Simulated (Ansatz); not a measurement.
CoSn₂ (I4/mcm)

Computed with DFT PBEsol, scalar-relativistic, plane waves, PAW (Ansatz 0.2.0).

Cutoff 420 eV; k points 8×8×8 on the computed 6-atom cell (Γ-centred); Gaussian smearing, width 0.10 eV; no spin polarisation.

The structure is relaxed at this level of theory with its symmetry kept. Whether it is the stable form of this composition wasn't checked.

```cif
data_structure
_symmetry_space_group_name_H-M 'I4/mcm'
_symmetry_Int_Tables_number 140
_cell_length_a 6.2796
_cell_length_b 6.2796
_cell_length_c 5.3975
_cell_angle_alpha 90.000
_cell_angle_beta 90.000
_cell_angle_gamma 90.000
_cell_volume 212.84
loop_
_atom_site_label
_atom_site_type_symbol
_atom_site_symmetry_multiplicity
_atom_site_Wyckoff_symbol
_atom_site_fract_x
_atom_site_fract_y
_atom_site_fract_z
_atom_site_occupancy
Co1 Co 4 a 0.00000 0.00000 0.25000 1
Sn1 Sn 8 h 0.16633 0.66633 0.00000 1
```

| Property | Result |
| --- | --- |
| Space group | I4/mcm (No. 140) |
| Volume per atom | 119.7 bohr³ |
| Formation energy from the elements' standard states (uncorrected) | -0.120 eV/atom |
| Kohn–Sham band gap | none (metal) |
| Density of states at the Fermi level | 2.84 states/eV per cell |
| Löwdin character within 0.5 eV of the Fermi level | Co 3d 60 %, Sn 5p 28 %, Sn 5s 8 % |
| Bulk modulus | 119 GPa |
| Its pressure derivative | 5.0 |
| Bader charges (e) | Co (2 in the cell) -0.41, Sn (4 in the cell) 0.21 |

Spin polarisation was left out, and a magnetic state may lie lower.

A ferromagnetic start lost its moments in a first run, so spin was left out; other magnetic orders weren't tried.